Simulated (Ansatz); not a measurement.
# Ba (Im-3m) in Ansatz: notebook

Runs on Ba. Level: PBE. Tasks: single point, equation of state.

Everything below comes from runs of Ansatz 0.2.0. Logs are shortened: lines on timing, memory, paths and dates and some standing lists are left out, and cuts for length are marked.

### 1 Starting point

It takes space group Im-3m (No. 229, cubic). The conventional cell has a = 5.013 Å, b = 5.013 Å, c = 5.013 Å, α = 90.00°, β = 90.00°, γ = 90.00°. Around Ba (site symmetry m-3m) lie 8 Ba at 4.34 Å.

### 2 Single point, PBE, 59.21 Å³/atom (volume scaled by 0.94)

Input file input.yaml:

```yaml
crystal:
  lattice:
    - [-2.4553325815, 2.4553325815, 2.4553325815]
    - [2.4553325815, -2.4553325815, 2.4553325815]
    - [2.4553325815, 2.4553325815, -2.4553325815]
  atoms:
    - { symbol: Ba, position: [0.0, 0.0, 0.0] }
hamiltonian:
  xc: pbe
  pseudopotentials: { kind: paw }
kpoints:
  mp_grid: { grid: [8, 8, 8] }
scf:
  occupations: { method: fermi_dirac, width: 0.05 }
output:
  forces: true
  stress: true
  eigenvalues: true
```

Potentials or basis: Ansatz PAW.

Run with:

```
ansatz run input.yaml --threads 2 --pin off --max-ram 5632MiB --backend cpu --events-out ev --progress --plain --runs-dir out
```

Log:

```text
Warning: RAYON_NUM_THREADS=2 ignored (pool sized by the plan → 2); use --threads N
Engine: ansatz 0.2.0, x86_64-unknown-linux-gnu
Pseudopotentials: kind: paw
Pseudopotential: Ba, paw, valence charge 10, recommended cutoff 420 eV (normal), Ba.paw.azcp
Functional definition: PBE
  parameter kappa = 0.804
  parameter beta = 0.06672455060314922
  exchange = pbe_x(kappa = kappa, mu = beta*pi^2/3)
  correlation = pbe_c(beta = beta)
Crystal: 1 atoms, lattice volume = 59.209 Å³
Basis set: ecut = 420 eV, 1157 PW (Γ), exchange–correlation on 60×60×60 points (8 copies of the dense FFT grid, shifted against one another)
Bands: 9, of which v1, the nominal top of the filled ones, is band 5 counted from 1 (4 counted from 0)
Symmetry: 48 space group operations
Space group: Im-3m (ITA 229), of the structure as read, at distance tolerance 3.9e-5 Å
k-points: 29 of 512
Non-local potential: Ba, projectors of the file, l = 0: 3, l = 1: 2, l = 2: 2, l = 3: 2
PAW form: soft (Blöchl's): semilocal exchange-correlation on the pseudo side does not see the compensation charge
PAW one-centre angular grid: Ba, 194 points (default); XC on 64 Gauss nodes
Initial density: superposition of atomic densities (neutral atoms: chi_scale 0, normalization atom), corrected by the library's trained network
Initial wavefunctions: pseudopotential atomic-orbital guess
Functional: x = pbe(κ = 0.804, μ = 0.2195149727645171), c = pbe(β = 0.06672455060314922)
SCF iter   1: F=—  HF=-5949.541866 eV  |F-HF|=—  |Δ(HF+E_count)|=         —  Δρ=1.15e-3  dr2=1.18e-3  ethr=1.77e-3  ⟨swp⟩=7.8  Hψ=2587  notcnv=0
preconditioner: auto → none  [insulator: Δε(μ)=0.282 eV  Ē_g=2.879 eV  σ=0.050 eV  W_gap=0.83  n_scr=12 (ndim 8)  ℏωp=6.8 eV  f_vac=0.000  D(μ)=0.76/eV (n_scr^D=0)  ε∞_Penn≈6.6]
SCF iter   2: F=—  HF=-5949.542040 eV  |F-HF|=—  |Δ(HF+E_count)|=   1.74e-4  Δρ=6.28e-4  dr2=2.12e-4  ethr=1.18e-5  ⟨swp⟩=2.3  Hψ=625  notcnv=0
SCF iter   3: F=—  HF=-5949.542140 eV  |F-HF|=—  |Δ(HF+E_count)|=   1.00e-4  Δρ=1.03e-4  dr2=5.25e-6  ethr=2.12e-6  ⟨swp⟩=2.7  Hψ=404  notcnv=0
SCF iter   4: F=—  HF=-5949.542145 eV  |F-HF|=—  |Δ(HF+E_count)|=   5.11e-6  Δρ=1.18e-5  dr2=3.95e-8  ethr=5.25e-8  ⟨swp⟩=2.1  Hψ=381  notcnv=0
iter 5 did not close the SCF: its close was put off for the readings that it lacked (scf_convergence_deferred on its scf_iter line)
SCF iter   5: F=-5949.542145 eV  HF=-5949.542145 eV  |F-HF|=3.64e-11  |Δ(HF+E_count)|=   8.27e-8  Δρ=3.17e-7  dr2=4.88e-11  ethr=3.95e-10  ⟨swp⟩=2.0  Hψ=400  notcnv=0
SCF iter   6: F=-5949.542145 eV  HF=-5949.542145 eV  |F-HF|=1.82e-12  |Δ(HF+E_count)|=  2.73e-11  Δρ=4.51e-8  dr2=4.75e-13  ethr=1.00e-12  ⟨swp⟩=1.4  Hψ=853  notcnv=0
SCF 1 converged in 6 iterations: F = -5949.542145 eV  dr2 = 4.75e-13
SCF converged after 6 iterations
Free energy (F): -5949.542145 eV
Harris-Foulkes:  -5949.542145 eV  (|F-HF|=1.82e-12)
Internal energy: -5949.534836 eV  (E = F + TS)
E sigma→0 (E₀):  -5949.538491 eV
Entropy (-TS):   -0.007309 eV (-7.309 meV/atom)
Fermi energy:    6.277545 eV
--- Per-component energies (eV) ---
  E_band       = -79.270789
  E_kinetic    = 166.862564
  E_local      = -361.200063  (includes V_loc(G=0)·N_el)
  E_nonlocal   = 57.198477
  E_hartree    = 113.792826
  E_xc         = -166.751076
  E_vxc        = -133.917013  (∫ρ·V_xc dr)
  E_paw        = -5225.867570  (= ΣΔE_a)
  E_vpaw       = -35.800412  (= ΣTr[D̂ρ^β])
  E_aug_tail   = -0.000002  (compensation charges beyond the density's cutoff)
  E_ewald      = -533.569993
  E_smearing   = -0.007309  (= −TS)
  E_closure    = 0.000000  (closes the sum)
  Σ components = -5949.542145   (vs F -5949.542145, Δ=0.00e0)
--- Forces (eV/Å), atoms counted from 1 ---
  atom   1  Ba     0.00000000    -0.00000000     0.00000000
  max |Σ_I F_I| component: 4.60e-31 eV/Å
--- Stress (GPa, compression-positive) ---
        0.603616       0.000000      -0.000000
       -0.000000       0.603616      -0.000000
        0.000000       0.000000       0.603616
  P = ⅓ Tr σ = 0.6036 GPa (6.036 kbar)
--- Band table (eV; the first three rows and the last of 29) ---
  k-point 0: bands = ["-22.4515", "-7.3639", "-7.3639", "-7.3639", "3.5466", "8.2213", "8.2213", "8.2213", "9.7056"]
  k-point 1: bands = ["-22.4433", "-7.4525", "-7.3908", "-7.3646", "3.8543", "7.9659", "8.0315", "8.5209", "9.3455"]
  k-point 2: bands = ["-22.4232", "-7.6565", "-7.4546", "-7.3663", "4.6130", "7.4823", "7.4949", "9.3786", "9.4221"]
  k-point 28: bands = ["-22.3530", "-7.7496", "-7.7496", "-7.7496", "5.6847", "5.6847", "10.5775", "10.5775", "10.5775"]
```

It took 0.68 s on 2 threads of AMD EPYC 7R43 (Zen 3), shared host; peak memory 0.35 GiB.

What came out:

```
Free energy            : -5949.5421 eV
Pressure               : 0.6 GPa
Band gap on the k mesh : none (metal or under the smearing width)
```

### 3 Single point, PBE, 60.47 Å³/atom (volume scaled by 0.96)

Changes to input.yaml since step 2:

```diff
@@ -2,5 +2,5 @@
   lattice:
-    - [-2.4553325815, 2.4553325815, 2.4553325815]
-    - [2.4553325815, -2.4553325815, 2.4553325815]
-    - [2.4553325815, 2.4553325815, -2.4553325815]
+    - [-2.4726242257, 2.4726242257, 2.4726242257]
+    - [2.4726242257, -2.4726242257, 2.4726242257]
+    - [2.4726242257, 2.4726242257, -2.4726242257]
   atoms:
```

Potentials or basis: Ansatz PAW.

Run with:

```
ansatz run input.yaml --threads 2 --pin off --max-ram 5632MiB --backend cpu --events-out ev --progress --plain --runs-dir out
```

It took 0.75 s on 2 threads of AMD EPYC 7R43 (Zen 3), shared host; peak memory 0.36 GiB.

Results (log left out):

* Free energy: -5949.5460 eV
* Pressure: 0.4 GPa
* Band gap on the k mesh: none (metal or under the smearing width)

### 4 Single point, PBE, 61.73 Å³/atom (volume scaled by 0.98)

Changes to input.yaml since step 3:

```diff
@@ -2,5 +2,5 @@
   lattice:
-    - [-2.4726242257, 2.4726242257, 2.4726242257]
-    - [2.4726242257, -2.4726242257, 2.4726242257]
-    - [2.4726242257, 2.4726242257, -2.4726242257]
+    - [-2.4896773455, 2.4896773455, 2.4896773455]
+    - [2.4896773455, -2.4896773455, 2.4896773455]
+    - [2.4896773455, 2.4896773455, -2.4896773455]
   atoms:
```

Run with:

```
ansatz run input.yaml --threads 2 --pin off --max-ram 5632MiB --backend cpu --events-out ev --progress --plain --runs-dir out
```

It took 0.71 s on 2 threads of AMD EPYC 7R43 (Zen 3), shared host; peak memory 0.36 GiB.

The run converged. Its results:

- Free energy: -5949.5482 eV
- Pressure: 0.2 GPa
- Band gap on the k mesh: none (metal or under the smearing width)

### 5 Single point, PBE, 62.99 Å³/atom

Input file input.yaml:

```yaml
crystal:
  lattice:
    - [-2.5065, 2.5065, 2.5065]
    - [2.5065, -2.5065, 2.5065]
    - [2.5065, 2.5065, -2.5065]
  atoms:
    - { symbol: Ba, position: [0.0, 0.0, 0.0] }
hamiltonian:
  xc: pbe
  pseudopotentials: { kind: paw }
kpoints:
  mp_grid: { grid: [8, 8, 8] }
scf:
  occupations: { method: fermi_dirac, width: 0.05 }
output:
  forces: true
  stress: true
  eigenvalues: true
  write_density: true
  write_potential: true
  elf: true
  volumetric_format: npy
```

Run with:

```
ansatz run input.yaml --threads 2 --pin off --max-ram 5632MiB --backend cpu --events-out ev --progress --plain --runs-dir out
```

Run time: 0.91 s. Hardware: 2 threads of AMD EPYC 7R43 (Zen 3), shared host; peak memory 0.36 GiB.

The run converged. Its results:

```
Free energy            : -5949.5489 eV
Pressure               : 0.0 GPa
Band gap on the k mesh : none (metal or under the smearing width)
```

### 6 Single point, PBE, 64.25 Å³/atom (volume scaled by 1.02)

Input file input.yaml:

```yaml
crystal:
  lattice:
    - [-2.5230998215, 2.5230998215, 2.5230998215]
    - [2.5230998215, -2.5230998215, 2.5230998215]
    - [2.5230998215, 2.5230998215, -2.5230998215]
  atoms:
    - { symbol: Ba, position: [0.0, 0.0, 0.0] }
hamiltonian:
  xc: pbe
  pseudopotentials: { kind: paw }
kpoints:
  mp_grid: { grid: [8, 8, 8] }
scf:
  occupations: { method: fermi_dirac, width: 0.05 }
output:
  forces: true
  stress: true
  eigenvalues: true
```

Potentials or basis: Ansatz PAW.

Run with:

```
ansatz run input.yaml --threads 2 --pin off --max-ram 5632MiB --backend cpu --events-out ev --progress --plain --runs-dir out
```

Run time: 0.68 s. Hardware: 2 threads of AMD EPYC 7R43 (Zen 3), shared host; peak memory 0.37 GiB.

The run converged. Its results:

```
Free energy            : -5949.5481 eV
Pressure               : -0.2 GPa
Band gap on the k mesh : none (metal or under the smearing width)
```

### 7 Single point, PBE, 65.51 Å³/atom (volume scaled by 1.04)

Changes to input.yaml since step 6:

```diff
@@ -2,5 +2,5 @@
   lattice:
-    - [-2.5230998215, 2.5230998215, 2.5230998215]
-    - [2.5230998215, -2.5230998215, 2.5230998215]
-    - [2.5230998215, 2.5230998215, -2.5230998215]
+    - [-2.5394840457, 2.5394840457, 2.5394840457]
+    - [2.5394840457, -2.5394840457, 2.5394840457]
+    - [2.5394840457, 2.5394840457, -2.5394840457]
   atoms:
```

Run with:

```
ansatz run input.yaml --threads 2 --pin off --max-ram 5632MiB --backend cpu --events-out ev --progress --plain --runs-dir out
```

It took 0.74 s on 2 threads of AMD EPYC 7R43 (Zen 3), shared host; peak memory 0.36 GiB.

The run converged. Its results:

```
Free energy            : -5949.5461 eV
Pressure               : -0.3 GPa
Band gap on the k mesh : none (metal or under the smearing width)
```

### 8 Single point, PBE, 66.77 Å³/atom (volume scaled by 1.06)

Changes to input.yaml since step 7:

```diff
@@ -2,5 +2,5 @@
   lattice:
-    - [-2.5394840457, 2.5394840457, 2.5394840457]
-    - [2.5394840457, -2.5394840457, 2.5394840457]
-    - [2.5394840457, 2.5394840457, -2.5394840457]
+    - [-2.5556595394, 2.5556595394, 2.5556595394]
+    - [2.5556595394, -2.5556595394, 2.5556595394]
+    - [2.5556595394, 2.5556595394, -2.5556595394]
   atoms:
```

Run with:

```
ansatz run input.yaml --threads 2 --pin off --max-ram 5632MiB --backend cpu --events-out ev --progress --plain --runs-dir out
```

Wall time 0.76 s (2 threads of AMD EPYC 7R43 (Zen 3), shared host); peak memory 0.36 GiB.

Results (log left out):

* Free energy: -5949.5428 eV
* Pressure: -0.5 GPa
* Band gap on the k mesh: none (metal or under the smearing width)

### 9 Equation of state, PBE

Potentials or basis: Ansatz PAW.

This step only gathers the single runs of the series.

What came out:

- Equilibrium volume: 62.93 Å³/atom
- Bulk modulus: 9.0 GPa
- Pressure derivative of the bulk modulus: 3.2

Energy against volume, from the lowest point:
```tsv
volume (Å³/atom)	energy (meV/atom)
59.209	6.73
60.469	2.86
61.729	0.66
62.989	0.00
64.249	0.75
65.508	2.80
66.768	6.03
```
